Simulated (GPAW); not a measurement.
A run of GPAW 26.7.0 is set up as follows.

File run.py:

```python
from ase import Atoms
from ase.dft.bandgap import bandgap
from ase.io import write
from ase.units import GPa
from gpaw import GPAW, PW, setup_paths

setup_paths.insert(0, '.')

atoms = Atoms(['Ta', 'Ta'],
              cell=[[2.9003720726, 0.0, 0.0],
                    [-1.4501860363, 2.5117958953, 0.0],
                    [0.0, 0.0, 5.166274]],
              scaled_positions=[[0.3333333333, 0.6666666667, 0.25],
                                [0.6666666667, 0.3333333333, 0.75]],
              pbc=True)

calc = GPAW(mode=PW(600),
            xc='PBEsol',
            kpts={'size': (9, 9, 4), 'gamma': True},
            occupations={'name': 'fermi-dirac', 'width': 0.05},
            nbands=26,
            convergence={'density': 1e-05, 'energy': 1e-05},
            maxiter=150,
            txt='gpaw.txt')
atoms.calc = calc
energy = atoms.get_potential_energy()
forces = atoms.get_forces()
stress = atoms.get_stress()
calc.write('gs.gpw')
write('result.traj', atoms)
print(f'Energy: {energy:.6f} eV')
print('Forces (eV/A):')
print(forces.round(4))
print('Stress (GPa):', (stress / GPa).round(3))
print('Fermi level:', round(calc.get_fermi_level(), 4), 'eV')
print(f'Gap: {bandgap(calc)[0]:.4f} eV, direct: {bandgap(calc, direct=True)[0]:.4f} eV')

path = atoms.cell.bandpath('GMKGALHA,LM,KH', npoints=100, eps=1e-4)
bs_calc = calc.fixed_density(kpts=path, symmetry='off', nbands=38,
                             convergence={'bands': 'CBM+6.0', 'eigenstates': 1e-6}, txt='bands.txt')
bs = bs_calc.band_structure()
bs.write('bs.json')
print(f'Gap on the path: {bandgap(bs_calc)[0]:.4f} eV')
```

Potentials or basis: PAW data sets generated in the run's folder for this functional, pw.

The run is started by

```console
$ gpaw-setup -f PBEsol Ta
$ OMP_NUM_THREADS=1 python run.py
```

Task: Estimate the band gap along the path.

Result: None (metal or under the smearing width).

Task: Predict the pressure.

Result: -6.9 GPa.

Levels at the corners of the path, in eV from the Fermi level:
| point | band 11 | band 12 | band 13 | band 14 | band 15 | band 16 |
| --- | --- | --- | --- | --- | --- | --- |
| Γ | -0.53 | -0.08 | 0.60 | 0.60 | 1.16 | 1.16 |
| M | -3.29 | -0.43 | -0.35 | 0.52 | 0.87 | 5.50 |
| K | -1.90 | -1.62 | -0.53 | -0.53 | 1.05 | 4.00 |
| Γ | -0.53 | -0.08 | 0.60 | 0.60 | 1.16 | 1.16 |
| A | -1.14 | -1.14 | 0.65 | 0.65 | 0.65 | 0.65 |
| L | -2.26 | -2.26 | 1.50 | 1.50 | 2.59 | 2.59 |
| H | -1.93 | -1.93 | -0.58 | -0.58 | 1.51 | 1.51 |
| A | -1.14 | -1.14 | 0.65 | 0.65 | 0.65 | 0.65 |
| L | -2.26 | -2.26 | 1.50 | 1.50 | 2.59 | 2.59 |
| M | -3.29 | -0.43 | -0.35 | 0.52 | 0.87 | 5.50 |
| K | -1.90 | -1.62 | -0.53 | -0.53 | 1.05 | 4.00 |
| H | -1.93 | -1.93 | -0.58 | -0.58 | 1.51 | 1.51 |

Caveat: spin-orbit coupling is left out, which moves the levels of the heavy elements.
